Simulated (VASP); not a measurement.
Input of a VASP 6.6.1 run:

INCAR

```
SYSTEM = MgI2
PREC = Accurate
ENCUT = 520
EDIFF = 1E-6
ISMEAR = 0
SIGMA = 0.05
LREAL = .False.
LASPH = .True.
NELM = 100
ALGO = Fast
ISIF = 2
LWAVE = .False.
LCHARG = .False.
GGA = CA
NBANDS = 15
```

The input KPOINTS:

```
Automatic mesh
0
Gamma
  9 9 4
  0 0 0
```

File POSCAR:

```
MgI2
1.0
    4.1537001214      0.0000000000      0.0000000000
   -2.0768500607      3.5972098248      0.0000000000
    0.0000000000      0.0000000000      6.8620000000
Mg I
1 2
Direct
    0.0000000000      0.0000000000      0.0000000000
    0.3333333333      0.6666666667      0.7576300000
    0.6666666667      0.3333333333      0.2423700000
```

Potentials or basis: VASP PAW LDA potentials, release 64 (Mg, I).

Run with:

```sh
$ cat potpaw_LDA.64/Mg/POTCAR potpaw_LDA.64/I/POTCAR > POTCAR
$ mpirun -np 1 vasp_std > vasp.out
```

(1) Estimate the pressure.

(2) Predict the largest force.

(3) Predict the band gap on the k mesh.

## Answers

(1) -1.5 GPa.

(2) 0.137 eV/Å.

(3) 3.34 eV, indirect (least direct gap 3.43 eV).

Caveat: spin-orbit coupling is left out, which moves the levels of the heavy elements; an odd mesh through Γ misses points on the zone boundary, where band edges often lie.
